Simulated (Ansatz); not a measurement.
SiC (wurtzite): zone-centre phonons and dielectric response

What experiment reports for this phase, and the runs try to reproduce:
- phonon mode: 769.8 cm⁻¹ (A1(TO) at Gamma, parallel to c; Raman or infrared, literature; literature value from a single source; quoted in “Infrared properties of SiC particles”, 1999, arxiv:astro-ph/9903031)

Perturbation theory with PBEsol in Ansatz on the PBEsol cell, ground state and force constants on a 9×9×4 mesh. The values are computed, spin-unpolarised.

The symmetry is P6_3mc (No. 186, hexagonal); a = 3.076 Å, c = 5.048 Å in the conventional setting, 10.34 Å³ an atom. Around Si lie 4 C at 1.88–1.90 Å; around C lie 4 Si at 1.88–1.90 Å.

```cif
data_structure
_symmetry_space_group_name_H-M 'P6_3mc'
_symmetry_Int_Tables_number 186
_cell_length_a 3.0761
_cell_length_b 3.0761
_cell_length_c 5.0476
_cell_angle_alpha 90.000
_cell_angle_beta 90.000
_cell_angle_gamma 120.000
_cell_volume 41.36
loop_
_atom_site_label
_atom_site_type_symbol
_atom_site_symmetry_multiplicity
_atom_site_Wyckoff_symbol
_atom_site_fract_x
_atom_site_fract_y
_atom_site_fract_z
_atom_site_occupancy
Si1 Si 2 b 0.33333 0.66667 0.99959 1
C1 C 2 b 0.33333 0.66667 0.37541 1
```

Optical modes without the longitudinal term:
```tsv
ω (cm⁻¹)	degeneracy	IR intensity, summed over the level ((D/Å)²/amu)
253	2	0.00
591	1	0.00
757	2	0.00
761	1	45.56
790	2	78.79
825	1	0.00
```

All optical modes at Γ are real, from 253 to 825 cm⁻¹ without the longitudinal term; this says nothing of other wave vectors. With the long-range field the highest mode reaches 956 cm⁻¹. The program warns that the force constants, and all that is formed from them, aren't settled on this k mesh. Of the real levels 2 are infrared active, the strongest at 790 cm⁻¹.

The electronic dielectric tensor ε∞ is 7.02 along x and y, 7.40 along z. With the ions relaxed, ε⁰ is 10.3 along x and y, 11.5 along z. Born charges, averaged over directions: Si +2.75, C -2.75 e.

For comparison, on the r2SCAN cell the mean ε∞ is 6.59 with r2SCAN (ground state on 9×9×4; least gap 2.65 eV), 7.03 with PBE (ground state on 9×9×4; least gap 2.28 eV).

Set against measured values:
- Phonon mode at 770 cm⁻¹ (A1(TO) at Gamma, parallel to c): the nearest PBEsol mode at Γ lies at 761 cm⁻¹ (-1.2 %).
Reports marked as nanostructured, strained, doped, implanted or mixed samples, and transport gaps, were set aside. Modes are paired by degeneracy and infrared activity, where the label gives them, and frequency; they are harmonic.
